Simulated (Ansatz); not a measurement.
Write the native input for Ansatz 0.2.0 that does the following.

- Task: projected density of states
- Functional: r2SCAN
- Potentials or basis: Ansatz PAW
- Cutoff: 500 eV (not typed: the program's choice for these potentials)
- k mesh: 10 × 10 × 10
- Occupations: fermi-dirac, width 0.05 eV
- Spin: no spin polarisation
- Hubbard terms: Ta d U = 4 eV
- Hubbard projectors: ortho-atomic (the default)
- Double counting: fll (the default)

TaN:

```
CELL_PARAMETERS angstrom
0.00000 2.21132 2.21132
2.21132 0.00000 2.21132
2.21132 2.21132 0.00000
ATOMIC_POSITIONS crystal
Ta 0.50000 0.50000 0.50000
N 0.00000 0.00000 0.00000
```

The cell comes from a database or a generator and needn't be the stable form of this composition.

One way to write it, as run:

input.yaml

```yaml
crystal:
  lattice:
    - [0.0, 2.211323, 2.211323]
    - [2.211323, 0.0, 2.211323]
    - [2.211323, 2.211323, 0.0]
  atoms:
    - { symbol: Ta, position: [0.5, 0.5, 0.5] }
    - { symbol: "N", position: [0.0, 0.0, 0.0] }
hamiltonian:
  xc: r2scan
  pseudopotentials: { kind: paw }
  hubbard: { sites: [{ species: Ta, l: d, u_eff: 4.0 }] }
kpoints:
  mp_grid: { grid: [10, 10, 10] }
scf:
  occupations: { method: fermi_dirac, width: 0.05 }
  n_extra_bands: 6
output:
  forces: true
  stress: true
  eigenvalues: true
  dos: { projected: true, de: 0.05, nscf_kmesh: { grid: [15, 15, 15] } }
```

Potentials or basis: Ansatz PAW.

Command:

```sh
$ ansatz run input.yaml --threads 2 --pin off --max-ram 5632MiB --backend cpu --events-out ev --progress --plain --runs-dir out
```

It gave:

```
Pressure                             : -2.4 GPa
Band gap on the k mesh               : none (metal or under the smearing width)
Density of states at the Fermi level : 0.69 states/eV per cell
```

Caveat: U without spin polarisation on a metal has little footing; the PAW data sets come from PBE, with cores solved anew for the run's functional, which leaves a small shift of forces and pressure; the density of states is complete only up to the lowest level of the last band computed.

Run time: 2.9 s on 2 threads of Intel(R) Xeon(R) Platinum 8375C CPU @ 2.90GHz (Ice Lake), on a shared host, peak memory 0.41 GiB.
